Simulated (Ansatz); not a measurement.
# H interstitial in AlAs

All numbers below come from DFT PBE, scalar-relativistic, plane waves, PAW (Ansatz). Settings: 420 eV cutoff, 2×2×2 k-mesh, Gaussian smearing of 0.01 eV, collinear spin in charge 0 alone.

Host crystal, relaxed:

```
Al As
1.0
     0.00000    2.86396    2.86396
     2.86396    0.00000    2.86396
     2.86396    2.86396    0.00000
Al As
1 1
Cartesian
  0.0000 0.0000 0.0000
  4.2959 4.2959 4.2959
```

Supercell of 32 atoms, rows in host cell vectors: 1 1 1; 1 -3 1; 1 1 -3. Atoms relax at the host's cell, keeping the symmetry that the supercell leaves at the site. The cell is small, so energies carry finite-size errors of tenths of an eV. The host's Kohn–Sham gap is 1.50 eV. Atoms are taken from and returned to the elements' standard states. Charged cells are corrected for image charges with the computed static dielectric tensor (mean 11.6) and aligned with the host's potential at far atoms (alignment terms reach 0.14 eV; the program doubts the alignment in some charges, where it is up to 0.07 eV). No band-filling term is added, and the Fermi level counts from the host's valence band top.

Defect: H interstitial set at (0.250, 0.250, 0.250) of the host cell. Before relaxation its nearest neighbours are 4 Al at 2.48 Å, 6 As at 2.86 Å.

| charge | E_f at the valence band top (eV) | over the neutral state (eV) | moment (μB) | largest move (Å) | atoms near the site |
| --- | --- | --- | --- | --- | --- |
| +1 | 2.06 | 0.17 | 0.00 | 0.31 | 4 Al at 2.17 Å |
| 0 | 1.88 | 0.00 | 1.00 | 0.09 | 4 Al at 2.39 Å, 6 As at 2.90 Å |
| -1 | 2.04 | 0.16 | 0.00 | 0.26 | 4 Al at 2.22 Å |

Among the charges computed the stable one is 0 at the valence band top, changing to -1 at 0.16 eV. In charge +1 the extra carrier would gain by moving to a band edge of the host, so it isn't bound in the gap, though by less than the errors named above. In charge +1, 0 the cell has partly filled bands: a level of the defect may be part filled, the carrier may sit in the host's bands, or levels may cross between the k points, so transitions that involve it are doubtful. Other sites of the defect weren't tried.